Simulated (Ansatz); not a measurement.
Ansatz input file:

```yaml
crystal:
  lattice:
    - [-2.5993458874, 2.5993458874, 9.3740061559]
    - [2.5993458874, -2.5993458874, 9.3740061559]
    - [2.5993458874, 2.5993458874, -9.3740061559]
  atoms:
    - { symbol: Cs, position: [0.25, 0.75, 0.5] }
    - { symbol: Cs, position: [0.5, 0.5, 0.0] }
basis:
  ecutwfc: 420
kpoints:
  mp_grid: { grid: [12, 12, 12] }
hamiltonian:
  xc: pbe
scf:
  occupations: { method: gaussian, width: 0.1 }
output:
  forces: true
  stress: true
  eigenvalues: true
relax:
  adjacent_minimum: "off"
  f_tol: 0.01
  max_steps: 30
  cell: { stress_tol: 0.1, fix: [volume] }
```

Run as
```bash
ansatz run input.yaml --threads 1 --pin off --max-ram 2560MiB --backend cpu --events-out ev --progress --plain --runs-dir out
```

Theory: DFT PBE, scalar-relativistic, plane waves, PAW in Ansatz.

Part of what the program printed, abridged:

```
Pseudopotentials: kind: paw
Pseudopotential: Cs, paw, valence charge 9, recommended cutoff 420 eV (normal)
Functional definition: PBE
Crystal: 2 atoms, lattice volume = 253.346 Å³
Basis set: ecut = 420 eV, 4991 PW (Γ), FFT grids on a1+a3, a2+a3, a3, exchange–correlation on 72×72×144 points (8 copies of the dense FFT grid, shifted against one another)
Bands: 13, of which v1, the nominal top of the filled ones, is band 9 counted from 1 (8 counted from 0)
Symmetry: 16 space group operations
Space group: I41/amd (ITA 141), of the structure as read, at distance tolerance 6.3e-5 Å
k-points: 163 of 1728
Initial density: superposition of atomic densities (neutral atoms: chi_scale 0, normalization atom), corrected by the library's trained network
Initial wavefunctions: pseudopotential atomic-orbital guess
Functional: x = pbe(κ = 0.804, μ = 0.21951497), c = pbe(β = 0.06672455)
SCF iter   1: F=—  HF=-11341.425501 eV  |F-HF|=—  |Δ(HF+E_count)|=         —  Δρ=5.01e-4  dr2=2.20e-3  ethr=1.77e-3  ⟨swp⟩=6.4  Hψ=14110  notcnv=0
SCF iter   2: F=—  HF=-11341.426117 eV  |F-HF|=—  |Δ(HF+E_count)|=   6.16e-4  Δρ=3.49e-4  dr2=1.25e-3  ethr=1.22e-5  ⟨swp⟩=2.4  Hψ=4841  notcnv=0
SCF iter   3: F=—  HF=-11341.426530 eV  |F-HF|=—  |Δ(HF+E_count)|=   4.13e-4  Δρ=1.54e-4  dr2=2.60e-4  ethr=6.92e-6  ⟨swp⟩=1.8  Hψ=2318  notcnv=0
SCF iter   4: F=—  HF=-11341.426587 eV  |F-HF|=—  |Δ(HF+E_count)|=   5.70e-5  Δρ=5.78e-5  dr2=1.32e-5  ethr=1.44e-6  ⟨swp⟩=2.7  Hψ=3621  notcnv=0
SCF iter   5: F=—  HF=-11341.426641 eV  |F-HF|=—  |Δ(HF+E_count)|=   5.35e-5  Δρ=1.67e-5  dr2=2.23e-6  ethr=7.32e-8  ⟨swp⟩=2.1  Hψ=3550  notcnv=0
SCF iter   6: F=—  HF=-11341.426642 eV  |F-HF|=—  |Δ(HF+E_count)|=   1.30e-6  Δρ=7.79e-6  dr2=4.38e-7  ethr=1.24e-8  ⟨swp⟩=1.9  Hψ=2596  notcnv=0
SCF iter   7: F=-11341.426642 eV  HF=-11341.426642 eV  |F-HF|=2.17e-8  |Δ(HF+E_count)|=   2.82e-7  Δρ=3.22e-6  dr2=4.33e-8  ethr=5.56e-10  ⟨swp⟩=7.1  Hψ=11847  notcnv=0
SCF 1 converged in 7 iterations: F = -11341.426642 eV  dr2 = 4.33e-8
relax step   1: F+E_penalty+E_count = -11341.42664220 eV  Δ(F+E_penalty+E_count) = +0.000e0 eV  max|allowed force component| = 1.301e-18 eV/Å  Δτ_max = 0.0000 Å  P = -0.040 GPa  Ω = 253.346 Å³  fix = [volume]  reactions: volume -0.040 GPa (7 SCF iters, dr2 threshold 1.00e-7 eV, accepted)
Initial density: handed on by an earlier stage of this run
Initial wavefunctions: pseudopotential atomic-orbital guess (no wavefunctions were taken with the density)
SCF iter   1: F=—  HF=-11341.426610 eV  |F-HF|=—  |Δ(HF+E_count)|=         —  Δρ=3.23e-6  dr2=4.23e-8  ethr=8.17e-8  ⟨swp⟩=4.1  Hψ=21883  notcnv=0
SCF iter   2: F=—  HF=-11341.426642 eV  |F-HF|=—  |Δ(HF+E_count)|=   3.25e-5  Δρ=2.04e-6  dr2=2.53e-8  ethr=2.35e-10  ⟨swp⟩=2.2  Hψ=3343  notcnv=0
SCF iter   3: F=—  HF=-11341.426642 eV  |F-HF|=—  |Δ(HF+E_count)|=   1.49e-8  Δρ=7.19e-7  dr2=1.24e-9  ethr=1.41e-10  ⟨swp⟩=2.3  Hψ=3289  notcnv=0
SCF iter   4: F=—  HF=-11341.426642 eV  |F-HF|=—  |Δ(HF+E_count)|=  5.29e-10  Δρ=1.41e-7  dr2=1.08e-10  ethr=6.91e-12  ⟨swp⟩=2.5  Hψ=3633  notcnv=0
SCF iter   5: F=-11341.426642 eV  HF=-11341.426642 eV  |F-HF|=2.55e-11  |Δ(HF+E_count)|=  4.55e-11  Δρ=6.74e-8  dr2=1.89e-11  ethr=1.00e-12  ⟨swp⟩=5.5  Hψ=9101  notcnv=0
SCF 2 converged in 5 iterations: F = -11341.426642 eV  dr2 = 1.89e-11
SCF converged after 5 iterations
Free energy (F): -11341.426642 eV
Harris-Foulkes:  -11341.426642 eV  (|F-HF|=2.55e-11)
Internal energy: -11341.415284 eV  (E = F + TS)
E sigma→0 (E₀):  -11341.420963 eV
Entropy (-TS):   -0.011358 eV (-5.679 meV/atom)
Fermi energy:    1.851150 eV
--- Per-component energies (eV) ---
  E_band       = -193.095543
  E_kinetic    = 281.150134
  E_local      = -836.351175  (includes V_loc(G=0)·N_el)
  E_nonlocal   = 60.444937
  E_hartree    = 296.025119
  E_xc         = -345.496473
  E_vxc        = -248.740793  (∫ρ·V_xc dr)
  E_paw        = -10133.520891  (= ΣΔE_a)
  E_vpaw       = -41.648949  (= ΣTr[D̂ρ^β])
  E_aug_tail   = -0.000003  (compensation charges beyond the density's cutoff)
  E_ewald      = -663.666933
  E_smearing   = -0.011358  (= −TS)
--- Forces (eV/Å), atoms counted from 1 ---
  atom   1  Cs     0.00000000     0.00000000     0.00000000
  atom   2  Cs     0.00000000     0.00000000     0.00000000
--- Stress (GPa, compression-positive) ---
       -0.039903       0.000000       0.000000
        0.000000      -0.039903       0.000000
        0.000000       0.000000      -0.040631
  P = ⅓ Tr σ = -0.0401 GPa (-0.401 kbar)
--- Band table (eV; the first three rows and the last of 163) ---
  k-point 0: bands = ["-22.1317", "-22.1265", "-9.0012", "-8.8857", "-8.8857", "-8.8792", "-8.8792", "-8.8748", "0.2687", "1.8221", "2.4718", "3.4204", "3.4258"]
  k-point 1: bands = ["-22.1311", "-22.1260", "-8.9977", "-8.8947", "-8.8927", "-8.8870", "-8.8857", "-8.8732", "0.3719", "1.9383", "2.4740", "3.4492", "3.4602"]
  k-point 2: bands = ["-22.1293", "-22.1248", "-8.9885", "-8.9149", "-8.9114", "-8.9077", "-8.9026", "-8.8733", "0.6711", "2.2668", "2.5003", "3.5291", "3.5652"]
  k-point 162: bands = ["-22.1291", "-22.1291", "-8.9389", "-8.9389", "-8.8926", "-8.8926", "-8.8723", "-8.8723", "0.8158", "0.8158", "3.1029", "3.1029", "3.7216"]
--- Relaxed structure (1 steps of the walk, 1 accepted, 1 SCFs on fresh bases) ---
  F+E_penalty+E_count = -11341.42664221 eV   max|allowed force component| = 8.674e-19 eV/Å   (the final SCF, on the basis selected at the relaxed cell)
  cell:  # Å, volume = 253.3456 Å³
    - [-2.5993458874, 2.5993458874, 9.3740061559]
    - [2.5993458874, -2.5993458874, 9.3740061559]
    - [2.5993458874, 2.5993458874, -9.3740061559]
  atoms:
    - { symbol: Cs, position: [0.25, 0.75, 0.49999999] }
    - { symbol: Cs, position: [0.5, 0.5, 0.0] }
```

The relaxation met its thresholds.

It took 47 s on 1 thread of Intel(R) Xeon(R) Platinum 8488C (Sapphire Rapids), on a shared host, peak memory 0.88 GiB.